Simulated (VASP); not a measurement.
# Tc: intraband terms of a metal's spectrum

Tc, Fm-3m (no. 225), 1 atom in the cell. PBE, independent-particle dielectric function; PAW potentials Tc_pv (PBE set).

## Input

INCAR.step1:
```
SYSTEM = Tc
PREC = Accurate ; ENCUT = 310
ISMEAR = 1 ; SIGMA = 0.1
EDIFF = 1E-7 ; LASPH = .True.
KPAR = 4 ; LWAVE = .False.
LCHARG = .True. ; LMAXMIX = 4
```

INCAR.step2:
```
SYSTEM = Tc
PREC = Accurate ; ENCUT = 310
ISMEAR = 0 ; SIGMA = 0.3
EDIFF = 1E-6 ; LASPH = .True.
KPAR = 4 ; LWAVE = .True.
LCHARG = .False. ; LMAXMIX = 4
ICHARG = 11 ; NBANDS = 20
NEDOS = 3000 ; OMEGAMAX = 30
CSHIFT = 0.1
```

INCAR.step3, as INCAR.step2 but for:
```
- LWAVE = .True.
+ LWAVE = .False.
+ LOPTICS = .True.
+ ALGO = None
+ NELM = 1
+ ISTART = 1
```

INCAR.step4, as INCAR.step3 but for:
```
+ WPLASMAI = 0.03
```

INCAR.step5 to INCAR.step6 change the same tag again: WPLASMAI = 0.1, 0.3.

INCAR.step7, as INCAR.step6 but for:
```
- WPLASMAI = 0.3
+ RTIME = 5
```

INCAR.step8, as INCAR.step7 but for:
```
- RTIME = 5
+ RTIME = 1
```

INCAR.step9, as INCAR.step8 but for:
```
- RTIME = 1
+ LNABLA = .True.
```

INCAR.step10, as INCAR.step9 but for:
```
- ISMEAR = 0
- LNABLA = .True.
+ ISMEAR = -5
```

KPOINTS.step1:
```
k-points
0
Gamma
  12 12 12
```

KPOINTS.step2:
```
k-points
0
Gamma
  24 24 24
```

POSCAR:
```
Tc
1.0
    0.0000000000      1.9500000000      1.9500000000
    1.9500000000      0.0000000000      1.9500000000
    1.9500000000      1.9500000000      0.0000000000
Tc
1
Direct
    0.0000000000      0.0000000000      0.0000000000
```

Commands (each step's output is kept before the next begins):
```
cat potpaw_PBE.64/Tc_pv/POTCAR > POTCAR
cp INCAR.step1 INCAR
cp KPOINTS.step1 KPOINTS
mpirun -np 4 vasp_std > vasp.out
cp INCAR.step2 INCAR
cp KPOINTS.step2 KPOINTS
mpirun -np 4 vasp_std > vasp.out
cp INCAR.step3 INCAR
mpirun -np 4 vasp_std > vasp.out
cp INCAR.step4 INCAR
mpirun -np 4 vasp_std > vasp.out
cp INCAR.step5 INCAR
mpirun -np 4 vasp_std > vasp.out
cp INCAR.step6 INCAR
mpirun -np 4 vasp_std > vasp.out
cp INCAR.step7 INCAR
mpirun -np 4 vasp_std > vasp.out
cp INCAR.step8 INCAR
mpirun -np 4 vasp_std > vasp.out
cp INCAR.step9 INCAR
mpirun -np 4 vasp_std > vasp.out
cp INCAR.step10 INCAR
mpirun -np 4 vasp_std > vasp.out
```

## Result

- Bands: 20

One ground state, settings moved in the last step alone:

| Settings | Plasma frequency (eV) | Im ε at 0.5 eV | Im ε at 1 eV | Im ε at 2 eV | Im ε at 4 eV | Time (s) |
|---|---|---|---|---|---|---|
| interband part alone | 9.98 | 32.2 | 30.0 | 27.2 | 18.9 | 8 |
| Drude term, WPLASMAI 0.03 | 9.98 | 56.0 | 33.0 | 27.6 | 18.9 | 8 |
| Drude term, WPLASMAI 0.1 | 9.98 | 108.9 | 39.9 | 28.5 | 19.1 | 8 |
| Drude term, WPLASMAI 0.3 | 9.98 | 208.1 | 57.5 | 30.9 | 19.4 | 8 |
| relaxation time RTIME 5 fs | 9.98 | 130.4 | 42.9 | 28.9 | 19.1 | 8 |
| relaxation time RTIME 1 fs | 9.98 | 224.3 | 75.8 | 34.6 | 19.9 | 8 |
| transversal form (LNABLA) | 9.40 | 26.0 | 24.4 | 22.8 | 17.3 | 8 |
| tetrahedron method | – | – | – | – | – | no result |

VASP 6.6.1 took 65 s on 4 cores (Intel Xeon Platinum 8259CL @ 2.50GHz (Skylake/Cascade Lake)), a shared host.
